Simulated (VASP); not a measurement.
# Ge2Sb2Te5 (Cm) in VASP: a series of runs

One crystal, Ge2Sb2Te5, is run at these levels: LDA, PBE; tasks: band structure, equation of state.

Program: VASP 6.6.1. These are calculated values, not measurements. Logs are shortened: lines on timing, memory, paths and dates and some standing lists are left out, and cuts for length are marked.

**1. The structure**

Symmetry: Cm, No. 8, monoclinic system. Conventional cell: a = 13.678 Å, b = 6.132 Å, c = 9.672 Å, α = 90.00°, β = 134.93°, γ = 90.00°. Around Te (site symmetry m) lie 2 Ge at 2.85 to 3.19 Å and 3 Sb at 3.07 to 3.14 Å. Te (site symmetry m) is surrounded by 2 Sb at 2.95 to 3.20 Å and 3 Ge at 3.07 to 3.08 Å. Around Te (site symmetry m) lie 3 Ge at 2.82 to 3.07 Å and 2 Sb at 3.14 to 3.19 Å. Around Te (site symmetry m) lie 2 Ge at 2.95 to 3.00 Å and 2 Sb at 3.02 to 3.06 Å. Te (site symmetry m) is surrounded by 3 Sb at 2.98 to 3.07 Å and 2 Ge at 3.05 to 3.20 Å. Around Sb (site symmetry m) lie 6 Te at 2.95 to 3.19 Å. Sb (site symmetry m) is surrounded by 6 Te at 2.98 to 3.20 Å. Ge (site symmetry m) is surrounded by 6 Te at 2.82 to 3.19 Å.

The cell comes from a database or a generator and needn't be the stable form of this composition.

**2. Band structure, LDA**

INCAR

```
  PREC = Accurate
  ENCUT = 520
  EDIFF = 1E-7
  ISMEAR = -1
  SIGMA = 0.05
  LREAL = F
  LASPH = T
  NELM = 100
  ALGO = Fast
  ISIF = 2
  LWAVE = F
  LCHARG = F
  GGA = CA
  NBANDS = 44
```

KPOINTS

```
regular mesh
0
Gamma
  4 4 3
```

POSCAR

```
Ge2Sb2Te5
1.0
    6.8391360000     -3.0660060000      0.0000000000
    6.8391360000      3.0660060000      0.0000000000
   -6.8309770000      0.0000000000      6.8476090000
Te Sb Ge
5 2 2
Direct
    0.5947020000      0.5947020000      0.3864330000
    0.7952880000      0.7952880000      0.1961120000
    0.0083240000      0.0083240000      0.0064350000
    0.2065190000      0.2065190000      0.8098030000
    0.3999590000      0.3999590000      0.5971180000
    0.9017080000      0.9017080000      0.5878730000
    0.1118700000      0.1118700000      0.4173520000
    0.2842870000      0.2842870000      0.1878300000
    0.4973430000      0.4973430000      0.0110440000
```

KPOINTS_OPT

```
path XGY,LGZ,NGM,RG
20
line-mode
reciprocal
-0.5000000000 -0.5000000000  0.5000000000  X
 0.0000000000  0.0000000000  0.0000000000  G

 0.0000000000  0.0000000000  0.0000000000  G
 0.0000000000  0.0000000000 -0.5000000000  Y

-0.5000000000 -0.5000000000  0.0000000000  L
 0.0000000000  0.0000000000  0.0000000000  G

 0.0000000000  0.0000000000  0.0000000000  G
 0.5000000000  0.0000000000  0.0000000000  Z

 0.0000000000 -0.5000000000  0.5000000000  N
 0.0000000000  0.0000000000  0.0000000000  G

 0.0000000000  0.0000000000  0.0000000000  G
 0.5000000000  0.0000000000 -0.5000000000  M

 0.0000000000 -0.5000000000  0.0000000000  R
 0.0000000000  0.0000000000  0.0000000000  G
```

Potentials or basis: VASP PAW LDA potentials, release 64 (Te, Sb, Ge_d).

The run is started by

```
cat potpaw_LDA.64/Te/POTCAR potpaw_LDA.64/Sb/POTCAR potpaw_LDA.64/Ge_d/POTCAR > POTCAR
mpirun -np 1 vasp_std > vasp.out
```

OUTCAR:

```text
PREC = Accurate
   ENCUT = 520
   EDIFF = 1E-7
   ISMEAR = -1
   LREAL = F
   LASPH = T
   NELM = 100
   ISIF = 2
   GGA = CA

 ion  position               nearest neighbor table
   1  0.595  0.595  0.386-   9 2.85   7 3.07   7 3.07   6 3.14   8 3.19
   2  0.795  0.795  0.196-   6 2.95   8 3.07   8 3.07   9 3.08   7 3.20
   3  0.008  0.008  0.006-   8 2.82   9 3.07   9 3.07   7 3.14   6 3.19
   4  0.207  0.207  0.810-   9 2.95   8 3.00   7 3.02   6 3.06
   5  0.400  0.400  0.597-   7 2.98   8 3.05   6 3.07   6 3.07   9 3.20
   6  0.902  0.902  0.588-   2 2.95   4 3.06   5 3.07   5 3.07   1 3.14   3 3.19
   7  0.112  0.112  0.417-   5 2.98   4 3.02   1 3.07   1 3.07   3 3.14   2 3.20
   8  0.284  0.284  0.188-   3 2.82   4 3.00   5 3.05   2 3.07   2 3.07   1 3.19
   9  0.497  0.497  0.011-   1 2.85   4 2.95   3 3.07   3 3.07   2 3.08   5 3.20

  LATTYP: Found a base centered monoclinic cell.
 ALAT       =    13.6782720000
 B/A-ratio  =     0.4483031190
 C/A-ratio  =     0.7071235363
 COS(beta)  =    -0.7062464773

  Lattice vectors:

 A1 = (   6.8391360000,  -3.0660060000,   0.0000000000)
 A2 = (   6.8391360000,   3.0660060000,   0.0000000000)
 A3 = (  -6.8309770000,   0.0000000000,   6.8476090000)

Analysis of symmetry for initial positions (statically):
=====================================================================
 Subroutine PRICEL returns:
 Original cell was already a primitive cell.

 Routine SETGRP: Setting up the symmetry group for a
 base centered monoclinic supercell.

 Subroutine GETGRP returns: Found  2 space group operations
 (whereof  2 operations were pure point group operations)
 out of a pool of  4 trial point group operations.

The static configuration has the point symmetry C_1h.

Analysis of symmetry for dynamics (positions and initial velocities):
=====================================================================
 Subroutine PRICEL returns:
 Original cell was already a primitive cell.

 Routine SETGRP: Setting up the symmetry group for a
 base centered monoclinic supercell.

 Subroutine GETGRP returns: Found  2 space group operations
 (whereof  2 operations were pure point group operations)
 out of a pool of  4 trial point group operations.

The dynamic configuration has the point symmetry C_1h.

 Subroutine INISYM returns: Found  2 space group operations
 (whereof  2 operations are pure point group operations),
 and found     1 'primitive' translations

----------------------------------------------------------------------------------------

                                     Primitive cell

  volume of cell :     287.1727

  direct lattice vectors                    reciprocal lattice vectors
     6.839136000 -3.066006000  0.000000000     0.073108650 -0.163078611  0.072931078
     6.839136000  3.066006000  0.000000000     0.073108650  0.163078611  0.072931078
    -6.830977000  0.000000000  6.847609000     0.000000000  0.000000000  0.146036376

  length of vectors
     7.494943230  7.494943230  9.672228068     0.193024481  0.193024481  0.146036376

  position of ions in fractional coordinates (direct lattice)
     0.594702000  0.594702000  0.386433000
     0.795288000  0.795288000  0.196112000
     0.008324000  0.008324000  0.006435000
     0.206519000  0.206519000  0.809803000
     0.399959000  0.399959000  0.597118000
     0.901708000  0.901708000  0.587873000
     0.111870000  0.111870000  0.417352000
     0.284287000  0.284287000  0.187830000
     0.497343000  0.497343000  0.011044000

  ion indices of the primitive-cell ions
   primitive index   ion index
                 1           1
                 2           2
                 3           3
                 4           4
                 5           5
                 6           6
                 7           7
                 8           8
                 9           9

----------------------------------------------------------------------------------------

 KPOINTS: regular mesh

Automatic generation of k-mesh.
 Grid dimensions read from file:
 generate k-points for:    4    4    3

 Generating k-lattice:

  Cartesian coordinates                     Fractional coordinates (reciprocal lattice)
     0.018277162 -0.040769653  0.018232770     0.250000000  0.000000000 -0.000000000
     0.018277162  0.040769653  0.018232770     0.000000000  0.250000000 -0.000000000
     0.000000000  0.000000000  0.048678792     0.000000000  0.000000000  0.333333333

  Length of vectors
     0.048256120  0.048256120  0.048678792

  Shift w.r.t. Gamma in fractional coordinates (k-lattice)
     0.000000000  0.000000000  0.000000000

 Subroutine IBZKPT returns following result:
 ===========================================

 Found     17 irreducible k-points:

 Following reciprocal coordinates:
            Coordinates               Weight
  0.000000  0.000000  0.000000      1.000000
  0.250000 -0.000000 -0.000000      4.000000
  0.500000 -0.000000 -0.000000      2.000000
  0.250000  0.250000 -0.000000      2.000000
  0.500000  0.250000 -0.000000      4.000000
 -0.250000  0.250000  0.000000      2.000000
[... 9 lines left out ...]
 -0.250000  0.500000  0.333333      4.000000
 -0.250000 -0.250000  0.333333      2.000000
   k-points           NKPTS =     17   k-points in BZ     NKDIM =     17   number of bands    NBANDS=     44
   number of dos      NEDOS =    301   number of ions     NIONS =      9
   total plane-waves  NPLWV = 225792
   dimension x,y,z NGX =    56 NGY =   56 NGZ =   72
   dimension x,y,z NGXF=   112 NGYF=  112 NGZF=  144
   ions per type =               5   2   2
   NGX,Y,Z   is equivalent  to a cutoff of  12.42, 12.42, 12.38 a.u.
   NGXF,Y,Z  is equivalent  to a cutoff of  24.84, 24.84, 24.75 a.u.
 SYSTEM =  unknown system
   PREC   = accura    normal or accurate (medium, high low for compatibility)
   ISTART =      0    job   : 0-new  1-cont  2-samecut
   ICHARG =      2    charge: 1-file 2-atom 10-const
   ISPIN  =      1    spin polarized calculation?
   LNONCOLLINEAR =      F non collinear calculations
   LSORBIT =      F    spin-orbit coupling
   LASPH  =      T    aspherical Exc in radial PAW
   ENCUT  =  520.0 eV  38.22 Ry    6.18 a.u.  13.94 13.94 17.98*2*pi/ulx,y,z
   NELM   =    100;   NELMIN=  2; NELMDL= -5     # of ELM steps
   EDIFF  = 0.1E-06   stopping-criterion for ELM
   LREAL  =      F    real-space projection
   EDIFFG = 0.1E-05   stopping-criterion for IOM
   NSW    =      0    number of steps for IOM
   IBRION =     -1    ionic relax: 0-MD 1-quasi-New 2-CG
   NFREE  =      0    steps in history (QN), initial steepest desc. (CG)
   ISIF   =      2    stress and relaxation
   ISYM   =      2    0-nonsym 1-usesym 2-fastsym
   POTIM  = 0.5000    time-step for ionic-motion
   TEBEG  =    0.0;   TEEND  =   0.0 temperature during run
   PSTRESS=    0.0 pullay stress
   NELECT =      68.0000    total number of electrons
   NUPDOWN=      -1.0000    fix difference up-down
   EMIN   =  10.00;   EMAX   =-10.00  energy-range for DOS
   EFERMI =   0.00;   METHOD = LEGACY
   ISMEAR =    -1;   SIGMA  =   0.05  broadening in eV -4-tet -1-fermi 0-gaus
   EFERMI_NEDOS =   21; number of points for ismear=-14 and -15
   IALGO  =     68    algorithm
   IMIX   =      4    mixing-type and parameters
     AMIX     =   0.40;   BMIX     =  1.00
     AMIX_MAG =   1.60;   BMIX_MAG =  1.00
  volume/ion in A,a.u.               =      31.91       215.33
  Fermi-wavevector in a.u.,A,eV,Ry     =   1.012815  1.913943 13.956774  1.025794
  Thomas-Fermi vector in A             =   2.145947
   LORBIT       =      0    0 simple, 1 ext, 2 COOP (PROOUT), +10 PAW based schemes
   GGA     = CA    functional components
   LHFCALC =     F    Hartree Fock is set to
   AEXX    =    0.0000 exact exchange contribution
   IVDW    =     0    specifies the selected vdW correction
   LEPSILON=     F    determine dielectric tensor
   LRPA    =     F    only Hartree local field effects (RPA)
 non-spin polarized calculation
 RMM-DIIS sequential band-by-band and
  energy-cutoff  :      520.00
  volume of cell :      287.17
 maximum number of plane-waves:      7788
   NGX = 27   NGY = 27   NGZ = 35

 number of electron      68.0000002 magnetization

 Free energy of the ion-electron system (eV)
  ---------------------------------------------------
  ext. energy  EPLUGINS =         0.00000000
  ---------------------------------------------------
  free energy    TOTEN  =       -39.22923002 eV

  energy without entropy =      -39.21674963  energy(sigma->0) =      -39.22298982

 E-fermi :   5.0724     XC(G=0):  -9.3794

 val. band max:        5.0162361336   @ k =   0.5000  -0.0000  -0.0000
 cond. band min:       5.0868818396   @ k =   0.5000  -0.0000  -0.0000
 fundamental gap:      0.0706457059
 Fermi energy:         5.0723505610

 k-point     1 :       0.0000    0.0000    0.0000
  band No.  band energies     occupation
      1     -19.6683      2.00000
      2     -19.6654      2.00000
      3     -19.6609      2.00000
      4     -19.6563      2.00000
      5     -19.6512      2.00000
      6     -19.6490      2.00000
[... 36 lines left out ...]
     43       9.6647      0.00000
     44       9.7889      0.00000

 k-point     2 :       0.2500   -0.0000   -0.0000
  band No.  band energies     occupation
      1     -19.6683      2.00000
      2     -19.6654      2.00000
      3     -19.6609      2.00000
      4     -19.6563      2.00000
      5     -19.6512      2.00000
      6     -19.6490      2.00000
[... 36 lines left out ...]
     43       8.8244      0.00000
     44       8.8688      0.00000

 k-point     3 :       0.5000   -0.0000   -0.0000
  band No.  band energies     occupation
      1     -19.6683      2.00000
      2     -19.6653      2.00000
      3     -19.6609      2.00000
      4     -19.6563      2.00000
      5     -19.6512      2.00000
      6     -19.6491      2.00000
[... 36 lines left out ...]
     43       8.4007      0.00000
     44       8.6160      0.00000

 k-point     4 :       0.2500    0.2500   -0.0000
  band No.  band energies     occupation
      1     -19.6684      2.00000
      2     -19.6654      2.00000
      3     -19.6609      2.00000
      4     -19.6564      2.00000
      5     -19.6512      2.00000
      6     -19.6490      2.00000
[... 553 lines left out ...]
     43       9.1326      0.00000
     44       9.3155      0.00000

 k-point    16 :      -0.2500    0.5000    0.3333
  band No.  band energies     occupation
      1     -19.6684      2.00000
      2     -19.6653      2.00000
      3     -19.6609      2.00000
      4     -19.6563      2.00000
      5     -19.6512      2.00000
      6     -19.6490      2.00000
[... 36 lines left out ...]
     43       8.5694      0.00000
     44       9.0182      0.00000

 k-point    17 :      -0.2500   -0.2500    0.3333
  band No.  band energies     occupation
      1     -19.6684      2.00000
      2     -19.6654      2.00000
      3     -19.6609      2.00000
      4     -19.6564      2.00000
      5     -19.6512      2.00000
      6     -19.6490      2.00000
[... 36 lines left out ...]
     43       9.2874      0.00000
     44       9.7275      0.00000

------------------------ aborting loop because EDIFF is reached ----------------------------------------

  FORCE on cell =-STRESS in cart. coord.  units (eV):
  Direction    XX          YY          ZZ          XY          YZ          ZX
  --------------------------------------------------------------------------------------
  -------------------------------------------------------------------------------------
  Total       -6.3240462     -6.0824388     -6.2390417      0.0000000      0.0000000     -0.1808415
  in kB      -35.2827497    -33.9347877    -34.8084976      0.0000000      0.0000000     -1.0089405
  external PRESSURE =     -34.6753450 kB  Pullay stress =       0.0000000 kB

 VOLUME and BASIS-vectors are now :
 -----------------------------------------------------------------------------
  energy-cutoff  :      520.00
  volume of cell :      287.17
      direct lattice vectors                 reciprocal lattice vectors
     6.839136000 -3.066006000  0.000000000     0.073108650 -0.163078611  0.072931078
     6.839136000  3.066006000  0.000000000     0.073108650  0.163078611  0.072931078
    -6.830977000  0.000000000  6.847609000     0.000000000  0.000000000  0.146036376

 POSITION                                       TOTAL-FORCE (eV/Angst)
 -----------------------------------------------------------------------------------
      5.49478      0.00000      2.64614         0.118992      0.000000     -0.094107
      9.53853      0.00000      1.34290        -0.013064      0.000000      0.121350
      0.06990      0.00000      0.04406         0.126034      0.000000      0.063811
     -2.70692      0.00000      5.54521         0.045910      0.000000     -0.041587
      1.39185      0.00000      4.08883        -0.081784      0.000000     -0.123887
      8.31806      0.00000      4.02552         0.028184      0.000000     -0.089507
     -1.32073      0.00000      2.85786         0.040003      0.000000      0.067668
      2.60549      0.00000      1.28619        -0.184516      0.000000     -0.002900
      6.72735      0.00000      0.07562        -0.079759      0.000000      0.099158
 -----------------------------------------------------------------------------------
    total drift:                               -0.000769     -0.000000      0.000877

  FREE ENERGIE OF THE ION-ELECTRON SYSTEM (eV)
  ---------------------------------------------------
  free  energy   TOTEN  =       -39.2292300181 eV

  energy  without entropy=      -39.2167496269  energy(sigma->0) =      -39.22298982
```

Run time: 31 min. Hardware: 1 thread of Intel Xeon Platinum 8488C (Sapphire Rapids), shared host; peak memory 0.56 GiB.

Results:

```
Free energy             : -39.2292 eV
Pressure                : -3.5 GPa
Largest force           : 0.185 eV/Å
Band gap on the k mesh  : 0.07 eV, direct
Band gap along the path : 0.07 eV, direct
```

Forces on the atoms (eV/Å):
```
Te   0.119  0.000 -0.094
Te  -0.013  0.000  0.121
Te   0.126  0.000  0.064
Te   0.046  0.000 -0.042
Te  -0.082  0.000 -0.124
Sb   0.028  0.000 -0.090
Sb   0.040  0.000  0.068
Ge  -0.185  0.000 -0.003
Ge  -0.080  0.000  0.099
```

Stress tensor (GPa, compression positive):
```
-3.53  0.00 -0.10
 0.00 -3.39  0.00
-0.10  0.00 -3.48
```

Levels at the corners of the path, in eV from the valence-band top:
```csv
point,band 30,band 31,band 32,band 33,band 34,band 35,band 36,band 37,band 38,band 39
X,-1.34,-0.69,-0.69,-0.55,-0.30,0.67,1.48,2.03,2.31,2.65
Γ,-1.38,-0.77,-0.45,-0.39,-0.38,1.03,1.34,2.41,2.46,3.44
Γ,-1.38,-0.77,-0.45,-0.39,-0.38,1.03,1.34,2.41,2.46,3.44
Y,-1.30,-0.68,-0.68,-0.59,-0.29,0.69,1.46,1.82,2.53,2.75
L,-2.28,-2.22,-0.79,-0.78,-0.76,2.11,2.63,2.80,3.05,3.26
Γ,-1.38,-0.77,-0.45,-0.39,-0.38,1.03,1.34,2.41,2.46,3.44
Γ,-1.38,-0.77,-0.45,-0.39,-0.38,1.03,1.34,2.41,2.46,3.44
Z,-0.93,-0.75,-0.67,-0.52,0.00,0.07,0.57,0.69,1.16,1.33
N,-0.89,-0.74,-0.66,-0.59,-0.02,0.26,0.40,0.72,1.13,1.41
Γ,-1.38,-0.77,-0.45,-0.39,-0.38,1.03,1.34,2.41,2.46,3.44
Γ,-1.38,-0.77,-0.45,-0.39,-0.38,1.03,1.34,2.41,2.46,3.44
M,-0.89,-0.74,-0.66,-0.59,-0.02,0.26,0.40,0.72,1.13,1.41
R,-0.93,-0.75,-0.67,-0.52,0.00,0.07,0.57,0.69,1.16,1.33
Γ,-1.38,-0.77,-0.45,-0.39,-0.38,1.03,1.34,2.41,2.46,3.44
```

Caveat: spin-orbit coupling is left out, which moves the levels of the heavy elements.

**3. Band structure, PBE**

INCAR: that of step 2 with these lines changed.

```diff
@@ -12,3 +12,3 @@
   LCHARG = F
-  GGA = CA
+  GGA = PE
   NBANDS = 44
```

KPOINTS is that of step 2.

POSCAR is that of step 2.

KPOINTS_OPT is that of step 2.

Potentials or basis: VASP PAW PBE potentials, release 64 (Te, Sb, Ge_d).

The run is started by

```
cat potpaw_PBE.64/Te/POTCAR potpaw_PBE.64/Sb/POTCAR potpaw_PBE.64/Ge_d/POTCAR > POTCAR
mpirun -np 1 vasp_std > vasp.out
```

Run time: 33 min. Hardware: 1 thread of Intel Xeon Platinum 8488C (Sapphire Rapids), shared host; peak memory 0.61 GiB.

It converged, with:

- Free energy: -33.5951 eV
- Pressure: -0.2 GPa
- Largest force: 0.149 eV/Å
- Band gap on the k mesh: 0.06 eV, direct
- Band gap along the path: 0.06 eV, direct

Forces on the atoms (eV/Å):
```
Te   0.029  0.000  0.031
Te   0.063  0.000 -0.023
Te  -0.010  0.000 -0.021
Te   0.044  0.000 -0.029
Te   0.048  0.000 -0.037
Sb   0.009  0.000 -0.063
Sb   0.011  0.000  0.058
Ge  -0.147  0.000  0.025
Ge  -0.048  0.000  0.060
```

Stress tensor (GPa, compression positive):
```
-0.20  0.00 -0.10
 0.00 -0.15  0.00
-0.10  0.00 -0.14
```

Levels at the corners of the path, in eV from the valence-band top:
```
point  band 31  band 32  band 33  band 34  band 35  band 36  band 37  band 38
    X    -0.73    -0.71    -0.58    -0.31     0.68     1.48     2.05     2.33
    Γ    -0.80    -0.50    -0.42    -0.41     1.05     1.34     2.43     2.47
    Γ    -0.80    -0.50    -0.42    -0.41     1.05     1.34     2.43     2.47
    Y    -0.73    -0.70    -0.62    -0.30     0.70     1.46     1.84     2.55
    L    -2.25    -0.83    -0.80    -0.79     2.14     2.64     2.81     3.06
    Γ    -0.80    -0.50    -0.42    -0.41     1.05     1.34     2.43     2.47
    Γ    -0.80    -0.50    -0.42    -0.41     1.05     1.34     2.43     2.47
    Z    -0.76    -0.69    -0.54     0.00     0.06     0.58     0.69     1.16
    N    -0.76    -0.69    -0.61    -0.03     0.26     0.39     0.72     1.14
    Γ    -0.80    -0.50    -0.42    -0.41     1.05     1.34     2.43     2.47
    Γ    -0.80    -0.50    -0.42    -0.41     1.05     1.34     2.43     2.47
    M    -0.76    -0.69    -0.61    -0.03     0.26     0.39     0.72     1.14
    R    -0.76    -0.69    -0.54     0.00     0.06     0.58     0.69     1.16
    Γ    -0.80    -0.50    -0.42    -0.41     1.05     1.34     2.43     2.47
```

Caveat: spin-orbit coupling is left out, which moves the levels of the heavy elements.

(Continued in part 2 of 2.)
